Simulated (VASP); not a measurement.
# KI (Fm-3m) in VASP: notebook

The runs below take KI through band structure, evGW0 quasiparticle levels, with PBEsol, r2SCAN, PBE.

All numbers are computed with VASP 6.6.1; they aren't measurements. Logs are shortened: lines on timing, memory, paths and dates and some standing lists are left out, and cuts for length are marked.

**The experiment to reproduce.**

A printed reference work, monograph reports, for a bulk crystal of KI: band gap 6.32 eV.

The results are compared with them further down.

**1. The structure**

The structure is cubic, space group Fm-3m (No. 225). Conventional cell: a = 7.066 Å, b = 7.066 Å, c = 7.066 Å, α = 90.00°, β = 90.00°, γ = 90.00°. Around I (site symmetry m-3m) lie 6 K at 3.53 Å. K (site symmetry m-3m) has 6 I at 3.53 Å as nearest neighbours.

**2. Band structure, PBEsol**

Input file POSCAR:

```
KI
1.0
    0.0000000000      3.5327750000      3.5327750000
    3.5327750000      0.0000000000      3.5327750000
    3.5327750000      3.5327750000      0.0000000000
I K
1 1
Direct
    0.5000000000      0.5000000000      0.5000000000
    0.0000000000      0.0000000000      0.0000000000
```

Input file INCAR.step1:

```
PREC = Accurate ; ENCUT = 520
EDIFF = 1E-6 ; ISMEAR = 0
SIGMA = 0.02 ; LREAL = False
LASPH = True ; NELM = 100
ALGO = Fast ; ISIF = 2
LWAVE = False ; LCHARG = True
GGA = PS ; NBANDS = 15
```

Input file KPOINTS.step1:

```
Automatic mesh
0
Gamma
  8 8 8
```

Input file INCAR.step2:

```
PREC = Accurate ; ENCUT = 520
EDIFF = 1E-6 ; ISMEAR = 0
SIGMA = 0.05 ; LREAL = False
LASPH = True ; NELM = 100
ALGO = Fast ; ISIF = 2
LWAVE = False ; LCHARG = False
GGA = PS ; NBANDS = 15
ICHARG = 11
```

Input file KPOINTS.step2:

```
path GXWKGLUWLK,UX
15
line-mode
reciprocal
 0.0000000000  0.0000000000  0.0000000000  G
 0.5000000000  0.0000000000  0.5000000000  X

 0.5000000000  0.0000000000  0.5000000000  X
 0.5000000000  0.2500000000  0.7500000000  W

 0.5000000000  0.2500000000  0.7500000000  W
 0.3750000000  0.3750000000  0.7500000000  K

 0.3750000000  0.3750000000  0.7500000000  K
 0.0000000000  0.0000000000  0.0000000000  G

 0.0000000000  0.0000000000  0.0000000000  G
 0.5000000000  0.5000000000  0.5000000000  L

 0.5000000000  0.5000000000  0.5000000000  L
 0.6250000000  0.2500000000  0.6250000000  U

 0.6250000000  0.2500000000  0.6250000000  U
 0.5000000000  0.2500000000  0.7500000000  W

 0.5000000000  0.2500000000  0.7500000000  W
 0.5000000000  0.5000000000  0.5000000000  L

 0.5000000000  0.5000000000  0.5000000000  L
 0.3750000000  0.3750000000  0.7500000000  K

 0.6250000000  0.2500000000  0.6250000000  U
 0.5000000000  0.0000000000  0.5000000000  X
```

Potentials or basis: VASP PAW PBE potentials, release 64 (I, K_sv).

Command:

```sh
$ cat potpaw_PBE.64/I/POTCAR potpaw_PBE.64/K_sv/POTCAR > POTCAR
$ cp INCAR.step1 INCAR
$ cp KPOINTS.step1 KPOINTS
$ mpirun -np 1 vasp_std > vasp.out
$ cp INCAR.step2 INCAR
$ cp KPOINTS.step2 KPOINTS
$ mpirun -np 1 vasp_std > vasp.out
```

OUTCAR:

```text
PREC = Accurate
   ENCUT = 520
   EDIFF = 1E-6
   ISMEAR = 0
   LREAL = False
   LASPH = True
   NELM = 100
   ISIF = 2
   GGA = PS
   ICHARG = 11

 ion  position               nearest neighbor table
   1  0.500  0.500  0.500-   2 3.53   2 3.53   2 3.53   2 3.53   2 3.53   2 3.53
   2  0.000  0.000  0.000-   1 3.53   1 3.53   1 3.53   1 3.53   1 3.53   1 3.53

  LATTYP: Found a face centered cubic cell.
 ALAT       =     7.0655500000

  Lattice vectors:

 A1 = (   0.0000000000,   3.5327750000,   3.5327750000)
 A2 = (   3.5327750000,   0.0000000000,   3.5327750000)
 A3 = (   3.5327750000,   3.5327750000,   0.0000000000)

Analysis of symmetry for initial positions (statically):
=====================================================================
 Subroutine PRICEL returns:
 Original cell was already a primitive cell.

 Routine SETGRP: Setting up the symmetry group for a
 face centered cubic supercell.

 Subroutine GETGRP returns: Found 48 space group operations
 (whereof 48 operations were pure point group operations)
 out of a pool of 48 trial point group operations.

The static configuration has the point symmetry O_h .

Analysis of symmetry for dynamics (positions and initial velocities):
=====================================================================
 Subroutine PRICEL returns:
 Original cell was already a primitive cell.

 Routine SETGRP: Setting up the symmetry group for a
 face centered cubic supercell.

 Subroutine GETGRP returns: Found 48 space group operations
 (whereof 48 operations were pure point group operations)
 out of a pool of 48 trial point group operations.

The dynamic configuration has the point symmetry O_h .

 Subroutine INISYM returns: Found 48 space group operations
 (whereof 48 operations are pure point group operations),
 and found     1 'primitive' translations

----------------------------------------------------------------------------------------

                                     Primitive cell

  volume of cell :      88.1816

  direct lattice vectors                    reciprocal lattice vectors
     0.000000000  3.532775000  3.532775000    -0.141531799  0.141531799  0.141531799
     3.532775000  0.000000000  3.532775000     0.141531799 -0.141531799  0.141531799
     3.532775000  3.532775000  0.000000000     0.141531799  0.141531799 -0.141531799

  length of vectors
     4.996098318  4.996098318  4.996098318     0.245140266  0.245140266  0.245140266

  position of ions in fractional coordinates (direct lattice)
     0.500000000  0.500000000  0.500000000
     0.000000000  0.000000000  0.000000000

  ion indices of the primitive-cell ions
   primitive index   ion index
                 1           1
                 2           2

----------------------------------------------------------------------------------------

 KPOINTS: path GXWKGLUWLK,UX

Interpolating k-points between supplied coordinates.

 Line segments in fractional coordinates (reciprocal lattice):
    0.000000  0.000000  0.000000  ...  0.500000  0.000000  0.500000
    0.500000  0.000000  0.500000  ...  0.500000  0.250000  0.750000
    0.500000  0.250000  0.750000  ...  0.375000  0.375000  0.750000
    0.375000  0.375000  0.750000  ...  0.000000  0.000000  0.000000
    0.000000  0.000000  0.000000  ...  0.500000  0.500000  0.500000
    0.500000  0.500000  0.500000  ...  0.625000  0.250000  0.625000
    0.625000  0.250000  0.625000  ...  0.500000  0.250000  0.750000
    0.500000  0.250000  0.750000  ...  0.500000  0.500000  0.500000
    0.500000  0.500000  0.500000  ...  0.375000  0.375000  0.750000
    0.625000  0.250000  0.625000  ...  0.500000  0.000000  0.500000

 Generated    15 points on each line segment, for a total of    150 k-points:

 Following reciprocal coordinates:
            Coordinates               Weight
  0.000000  0.000000  0.000000      0.006667
  0.035714  0.000000  0.035714      0.006667
  0.071429  0.000000  0.071429      0.006667
  0.107143  0.000000  0.107143      0.006667
  0.142857  0.000000  0.142857      0.006667
  0.178571  0.000000  0.178571      0.006667
[... 16 lines left out ...]
  0.500000  0.125000  0.625000      0.006667
  0.500000  0.142857  0.642857      0.006667
 [... further k-points ...]
   k-points           NKPTS =    150   k-points in BZ     NKDIM =    150   number of bands    NBANDS=     15
   number of dos      NEDOS =    301   number of ions     NIONS =      2
   total plane-waves  NPLWV =  64000
   dimension x,y,z NGX =    40 NGY =   40 NGZ =   40
   dimension x,y,z NGXF=    80 NGYF=   80 NGZF=   80
   ions per type =               1   1
   NGX,Y,Z   is equivalent  to a cutoff of  13.31, 13.31, 13.31 a.u.
   NGXF,Y,Z  is equivalent  to a cutoff of  26.62, 26.62, 26.62 a.u.
 SYSTEM =  unknown system
   PREC   = accura    normal or accurate (medium, high low for compatibility)
   ISTART =      0    job   : 0-new  1-cont  2-samecut
   ICHARG =     11    charge: 1-file 2-atom 10-const
   ISPIN  =      1    spin polarized calculation?
   LNONCOLLINEAR =      F non collinear calculations
   LSORBIT =      F    spin-orbit coupling
   LASPH  =      T    aspherical Exc in radial PAW
   ENCUT  =  520.0 eV  38.22 Ry    6.18 a.u.   9.29  9.29  9.29*2*pi/ulx,y,z
   NELM   =    100;   NELMIN=  2; NELMDL=  0     # of ELM steps
   EDIFF  = 0.1E-05   stopping-criterion for ELM
   LREAL  =      F    real-space projection
   EDIFFG = 0.1E-04   stopping-criterion for IOM
   NSW    =      0    number of steps for IOM
   IBRION =     -1    ionic relax: 0-MD 1-quasi-New 2-CG
   NFREE  =      0    steps in history (QN), initial steepest desc. (CG)
   ISIF   =      2    stress and relaxation
   ISYM   =      2    0-nonsym 1-usesym 2-fastsym
   POTIM  = 0.5000    time-step for ionic-motion
   TEBEG  =    0.0;   TEEND  =   0.0 temperature during run
   PSTRESS=    0.0 pullay stress
   NELECT =      16.0000    total number of electrons
   NUPDOWN=      -1.0000    fix difference up-down
   EMIN   =  10.00;   EMAX   =-10.00  energy-range for DOS
   EFERMI =   0.00;   METHOD = LEGACY
   ISMEAR =     0;   SIGMA  =   0.05  broadening in eV -4-tet -1-fermi 0-gaus
   EFERMI_NEDOS =   21; number of points for ismear=-14 and -15
   IALGO  =     68    algorithm
   IMIX   =      4    mixing-type and parameters
     AMIX     =   0.40;   BMIX     =  1.00
     AMIX_MAG =   1.60;   BMIX_MAG =  1.00
  volume/ion in A,a.u.               =      44.09       297.54
  Fermi-wavevector in a.u.,A,eV,Ry     =   0.926806  1.751409 11.686988  0.858969
  Thomas-Fermi vector in A             =   2.052808
   LORBIT       =      0    0 simple, 1 ext, 2 COOP (PROOUT), +10 PAW based schemes
   GGA     = PS    functional components
   LHFCALC =     F    Hartree Fock is set to
   AEXX    =    0.0000 exact exchange contribution
   IVDW    =     0    specifies the selected vdW correction
   LEPSILON=     F    determine dielectric tensor
   LRPA    =     F    only Hartree local field effects (RPA)
 non-spin polarized calculation
 RMM-DIIS sequential band-by-band and
 Gauss-broadening in eV      SIGMA  =   0.05
  energy-cutoff  :      520.00
  volume of cell :       88.18
 maximum number of plane-waves:      2421
 NGX is ok and might be reduce to    40

 number of electron      15.9999999 magnetization

 Free energy of the ion-electron system (eV)
  ---------------------------------------------------
  ext. energy  EPLUGINS =         0.00000000
  ---------------------------------------------------
  free energy    TOTEN  =        -5.80949437 eV

  energy without entropy =       -5.80949437  energy(sigma->0) =       -5.80949437

 E-fermi :  -0.2248     XC(G=0):  -7.3417

 val. band max:       -0.5084412370   @ k =   0.0000   0.0000   0.0000
 cond. band min:       3.3056108528   @ k =   0.0000   0.0000   0.0000
 fundamental gap:      3.8140520898
 Fermi energy:        -0.2247585793

 k-point     1 :       0.0000    0.0000    0.0000
  band No.  band energies     occupation
      1     -28.8346      2.00000
      2     -12.3870      2.00000
      3     -12.3870      2.00000
      4     -12.3870      2.00000
      5     -11.0456      2.00000
      6      -0.5084      2.00000
      7      -0.5084      2.00000
      8      -0.5084      2.00000
      9       3.3056      0.00000
     10       5.9200      0.00000
     11       5.9200      0.00000
     12       5.9200      0.00000
     13       6.6601      0.00000
     14       6.6601      0.00000
     15       9.0971      0.00000

 k-point     2 :       0.0357    0.0000    0.0357
  band No.  band energies     occupation
      1     -28.8345      2.00000
      2     -12.3898      2.00000
      3     -12.3872      2.00000
      4     -12.3872      2.00000
      5     -11.0403      2.00000
      6      -0.5416      2.00000
      7      -0.5144      2.00000
      8      -0.5144      2.00000
      9       3.3526      0.00000
     10       5.8819      0.00000
     11       5.9514      0.00000
     12       5.9514      0.00000
     13       6.6690      0.00000
     14       6.6900      0.00000
     15       9.1608      0.00000

 k-point     3 :       0.0714    0.0000    0.0714
  band No.  band energies     occupation
      1     -28.8344      2.00000
      2     -12.3975      2.00000
      3     -12.3879      2.00000
      4     -12.3879      2.00000
      5     -11.0253      2.00000
      6      -0.6334      2.00000
      7      -0.5318      2.00000
      8      -0.5318      2.00000
      9       3.4847      0.00000
     10       5.7769      0.00000
     11       6.0449      0.00000
     12       6.0449      0.00000
     13       6.6955      0.00000
     14       6.7779      0.00000
     15       9.3426      0.00000
[... 343 lines left out ...]
 k-point    23 :       0.5000    0.1250    0.6250
  band No.  band energies     occupation
      1     -28.8318      2.00000
      2     -12.4303      2.00000
      3     -12.4249      2.00000
      4     -12.4102      2.00000
      5     -10.8686      2.00000
      6      -1.4546      2.00000
      7      -1.0047      2.00000
      8      -1.0045      2.00000
      9       4.7451      0.00000
     10       5.5735      0.00000
     11       7.2659      0.00000
     12       7.7588      0.00000
     13       7.9512      0.00000
     14       9.1218      0.00000
     15       9.3833      0.00000

 k-point    24 :       0.5000    0.1429    0.6429
  band No.  band energies     occupation
      1     -28.8317      2.00000
      2     -12.4291      2.00000
      3     -12.4289      2.00000
      4     -12.4114      2.00000
      5     -10.8615      2.00000
      6      -1.4326      2.00000
      7      -1.0370      2.00000
      8      -1.0310      2.00000
      9       4.8692      0.00000
     10       5.6721      0.00000
     11       7.0675      0.00000
     12       7.7737      0.00000
     13       7.9460      0.00000
     14       9.1255      0.00000
     15       9.4361      0.00000

 [... further k-points ...]

------------------------ aborting loop because EDIFF is reached ----------------------------------------

  FORCE on cell =-STRESS in cart. coord.  units (eV):
  Direction    XX          YY          ZZ          XY          YZ          ZX
  --------------------------------------------------------------------------------------
  -------------------------------------------------------------------------------------
  Total        0.1887834      0.1887834      0.1887834      0.0000000     -0.0000000      0.0000000
  in kB        3.4300183      3.4300183      3.4300183      0.0000000     -0.0000000      0.0000000
  external PRESSURE =       3.4300183 kB  Pullay stress =       0.0000000 kB

 VOLUME and BASIS-vectors are now :
 -----------------------------------------------------------------------------
  energy-cutoff  :      520.00
  volume of cell :       88.18
      direct lattice vectors                 reciprocal lattice vectors
     0.000000000  3.532775000  3.532775000    -0.141531799  0.141531799  0.141531799
     3.532775000  0.000000000  3.532775000     0.141531799 -0.141531799  0.141531799
     3.532775000  3.532775000  0.000000000     0.141531799  0.141531799 -0.141531799

 POSITION                                       TOTAL-FORCE (eV/Angst)
 -----------------------------------------------------------------------------------
      3.53277      3.53277      3.53277         0.000000      0.000000     -0.000000
      0.00000      0.00000      0.00000        -0.000000     -0.000000      0.000000
 -----------------------------------------------------------------------------------
    total drift:                                0.000000     -0.000000     -0.000000

  FREE ENERGIE OF THE ION-ELECTRON SYSTEM (eV)
  ---------------------------------------------------
  free  energy   TOTEN  =        -5.8094943692 eV

  energy  without entropy=       -5.8094943692  energy(sigma->0) =       -5.80949437
```

Run time: 85 s. Hardware: 1 thread of Intel Xeon 6975P-C (Granite Rapids), shared host; peak memory 0.36 GiB.

What came out:

| Item | Value |
| --- | --- |
| Band gap on the k mesh | 3.81 eV, direct |
| Band gap along the path | 3.81 eV, direct |

Levels at the corners of the path, in eV from the valence-band top:
| point | band 6 | band 7 | band 8 | band 9 | band 10 | band 11 |
| --- | --- | --- | --- | --- | --- | --- |
| Γ | 0.00 | 0.00 | 0.00 | 3.81 | 6.43 | 6.43 |
| X | -1.02 | -0.37 | -0.37 | 4.83 | 5.67 | 8.07 |
| X | -1.02 | -0.37 | -0.37 | 4.83 | 5.67 | 8.07 |
| W | -0.74 | -0.74 | -0.61 | 6.36 | 6.36 | 6.56 |
| W | -0.74 | -0.74 | -0.61 | 6.36 | 6.36 | 6.56 |
| K | -0.88 | -0.77 | -0.39 | 5.50 | 6.55 | 7.51 |
| K | -0.88 | -0.77 | -0.39 | 5.50 | 6.55 | 7.51 |
| Γ | 0.00 | 0.00 | 0.00 | 3.81 | 6.43 | 6.43 |
| Γ | 0.00 | 0.00 | 0.00 | 3.81 | 6.43 | 6.43 |
| L | -1.35 | -0.34 | -0.34 | 5.38 | 7.61 | 8.07 |
| L | -1.35 | -0.34 | -0.34 | 5.38 | 7.61 | 8.07 |
| U | -0.88 | -0.77 | -0.39 | 5.50 | 6.55 | 7.51 |
| U | -0.88 | -0.77 | -0.39 | 5.50 | 6.55 | 7.51 |
| W | -0.74 | -0.74 | -0.61 | 6.36 | 6.36 | 6.56 |
| W | -0.74 | -0.74 | -0.61 | 6.36 | 6.36 | 6.56 |
| L | -1.35 | -0.34 | -0.34 | 5.38 | 7.61 | 8.07 |
| L | -1.35 | -0.34 | -0.34 | 5.38 | 7.61 | 8.07 |
| K | -0.88 | -0.77 | -0.39 | 5.50 | 6.55 | 7.51 |
| U | -0.88 | -0.77 | -0.39 | 5.50 | 6.55 | 7.51 |
| X | -1.02 | -0.37 | -0.37 | 4.83 | 5.67 | 8.07 |

Caveat: the log is that of the step along the path at fixed density, whose energy, stress, charges and moments have no meaning; the PAW data sets were made with another functional, which shifts forces and pressure a little; spin-orbit coupling is left out, which moves the levels of the heavy elements.

(Part 1 of 3 ends here.)
